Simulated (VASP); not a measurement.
A VASP 6.6.1 single-point calculation on TePb

INCAR

```
NSW = 0
ISMEAR = 1
SIGMA = 0.2
EDIFF = 1E-7
ENCUT = 520
LWAVE = .FALSE.
LREAL = .FALSE.
LASPH = .TRUE.
IBRION = -1
PREC = Accurate
LCHARG = .FALSE.
NBANDS = 17
ISIF = 2
NELM = 120
GGA = CA
```

KPOINTS

```
KPOINTS created by Atomic Simulation Environment
0
Gamma
8 8 8
0 0 0
```

POSCAR

```
Pb Te
 1.0000000000000000
    -0.0000000000000000    3.2678368440065522    3.2678368440065522
     3.2678368440065522   -0.0000000000000000    3.2678368440065522
     3.2678368440065522    3.2678368440065522    0.0000000000000000
 Pb  Te
   1   1
Cartesian
  0.0000000000000000  0.0000000000000000  0.0000000000000000
  3.2678368440065522  3.2678368440065522  3.2678368440065522
```

The recommended LDA PAW datasets give the neutral cell 20 valence electrons.

Command

```
mpirun -np 1 vasp_std
```

Task: Predict the outcome of this run.

Result: It converged. Results: gap between bands v and c on the k mesh 0.70 eV; least direct gap on the k mesh 0.70 eV; pressure -3.0 GPa. Band v is the last that the valence electrons fill when counted band by band, and c is the next.

OSZICAR

```
N       E                     dE             d eps       ncg     rms          rms(c)
DAV:   1     0.150204070399E+03    0.15020E+03   -0.90701E+03   986   0.113E+03
DAV:   2     0.150208857296E+01   -0.14870E+03   -0.14401E+03  1039   0.287E+02
DAV:   3    -0.859445245184E+01   -0.10097E+02   -0.10041E+02  1273   0.831E+01
DAV:   4    -0.886390351007E+01   -0.26945E+00   -0.26932E+00  1255   0.152E+01
DAV:   5    -0.887279744239E+01   -0.88939E-02   -0.88937E-02  1409   0.241E+00    0.308E+00
DAV:   6    -0.873758342012E+01    0.13521E+00   -0.30172E-01  1437   0.378E+00    0.191E+00
DAV:   7    -0.872967665712E+01    0.79068E-02   -0.69706E-02  1267   0.126E+00    0.885E-01
DAV:   8    -0.872911023404E+01    0.56642E-03   -0.80895E-03  1213   0.854E-01    0.976E-02
DAV:   9    -0.872894247046E+01    0.16776E-03   -0.14067E-03  1490   0.327E-01    0.367E-02
DAV:  10    -0.872893854319E+01    0.39273E-05   -0.88010E-05  1245   0.675E-02    0.220E-02
DAV:  11    -0.872893942258E+01   -0.87938E-06   -0.12428E-05  1406   0.195E-02    0.637E-03
DAV:  12    -0.872893951154E+01   -0.88960E-07   -0.11106E-06  1285   0.115E-02    0.521E-03
DAV:  13    -0.872893948779E+01    0.23749E-07   -0.42175E-08   735   0.185E-03
   1 F= -.87289395E+01 E0= -.87295402E+01  d E =0.180214E-02
```

For comparison, a separate LDA run of the intended cell, on usual settings and not on those above, gives a gap of 0.70 eV on its mesh and a pressure of -2.9 GPa.
